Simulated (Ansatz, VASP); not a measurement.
**Two plane-wave programs on V**

```xyz
1
Lattice="0.0000 1.9050 1.9050 1.9050 0.0000 1.9050 1.9050 1.9050 0.0000" Properties=species:S:1:pos:R:3 pbc="T T T"
V     0.0000    0.0000    0.0000
```

The cell was built by a generator and needn't be a form met in nature.

Alike in both runs: task relaxation of cell and atoms; functional r2SCAN; k mesh 14 × 14 × 14; occupations fermi-dirac, width 0.1 eV; no spin polarisation.

```csv
,VASP,Ansatz
version,VASP 6.6.1,Ansatz 0.2.0
potentials or method,"VASP PAW PBE potentials, release 64 (V_sv)","plane waves (500 eV) with PAW, scalar-relativistic"
plane-wave cutoff (eV),600,500
valence electrons in the cell,13,13
```

```csv
,VASP,Ansatz,Ansatz less VASP
relaxed volume (Å³/atom),13.77,13.74,-0.037
relaxed cell length with the largest relative difference (Å),2.691,2.688,-0.0024
```

Caveats: the PAW data sets were made with another functional, which shifts forces and pressure a little (VASP).
